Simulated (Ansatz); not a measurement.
KF in the CsCl structure, relaxed with r2SCAN, was run in Ansatz 0.2.0 under altered settings. All numbers are computed, without spin polarisation but where a row says otherwise.

```
K F
1.0
     3.17887    0.00000    0.00000
     0.00000    3.17887    0.00000
     0.00000    0.00000    3.17887
K F
1 1
Direct
  0.00000 0.00000 0.00000
  0.50000 0.50000 0.50000
```

The base run's other keys:
```yaml
kpoints:
  mp_grid: { grid: [4, 4, 4] }
hamiltonian:
  xc: hse06
scf:
  occupations: { method: fixed }
  n_extra_bands: 4
```

It takes 12 iterations with 619 plane waves at 420 eV and 10 k points, and leaves a mean stress of +1.59 GPa. The gap over this mesh is 8.919 eV.

Outcomes, with energy and stress as changes against the base:
```
                                     setting    outcome  ΔF (meV/atom)  Δ mean stress (GPa)  gap on the mesh (eV)  iterations
PBE hybrid, exx coeff 0.15, omega 0.2078 1/Å  converged              –                 +0.5                 8.066          11
    PBE hybrid, exx coeff 0.1, omega 0.5 1/Å  converged              –                 +0.8                 7.342           9
                   scf.exx.q_mesh: [5, 5, 5]    refused              –                    –                     –           –
 PBE hybrid, exx coeff 1.5, omega 0.2078 1/Å    refused              –                    –                     –           –
                      basis.ecutrho_ratio: 8  converged            0.0                  0.0                 8.919          12
    magnetization.initial_magnetization: 0.5    refused              –                    –                     –           –
```
A dash marks a value that wasn't obtained or can't be compared. Stress is positive in compression.

- PBE hybrid, exx coeff 0.15, omega 0.2078 1/Å. That is 15 % exact exchange, screened with ω = 0.2078 1/Å, against HSE06's 25 % screened at 0.208 1/Å. The mean stress moves by +0.5 GPa and the gap on the mesh by -0.852 eV (to 8.066). Totals of different functionals aren't comparable.
- PBE hybrid, exx coeff 0.1, omega 0.5 1/Å. That is 10 % exact exchange, screened with ω = 0.5 1/Å, against HSE06's 25 % screened at 0.208 1/Å. The mean stress moves by +0.8 GPa and the gap on the mesh by -1.576 eV (to 7.342). Totals of different functionals aren't comparable.
- scf.exx.q_mesh: [5, 5, 5]. The program doesn't start. Error: invalid value for `scf.exx.q_mesh`: must divide elementwise kpoints.mp_grid.grid
- PBE hybrid, exx coeff 1.5, omega 0.2078 1/Å. The program doesn't start. Error: invalid value for `hamiltonian.xc.exx.coeff`: must be finite and in (0, 1]; got 1.5
- magnetization.initial_magnetization: 0.5. It is rejected at once. Error: inconsistent input (scf.occupations.method, magnetization): a σ = 0 step fill (method: fixed, or a smearing width below the step floor) with no hard lock on the total moment puts the same N_el/2 bands in each spin channel, which gives a total moment of zero, but the starting moments sum to +0.5000 μB […]

Within 1 meV an atom, 0.1 GPa and 0.005 eV of the base stay: basis.ecutrho_ratio: 8.

The stress of a hybrid is loosely converged in these runs.

The meshes of the hybrids are coarse, so their gaps aren't converged to the digits shown.
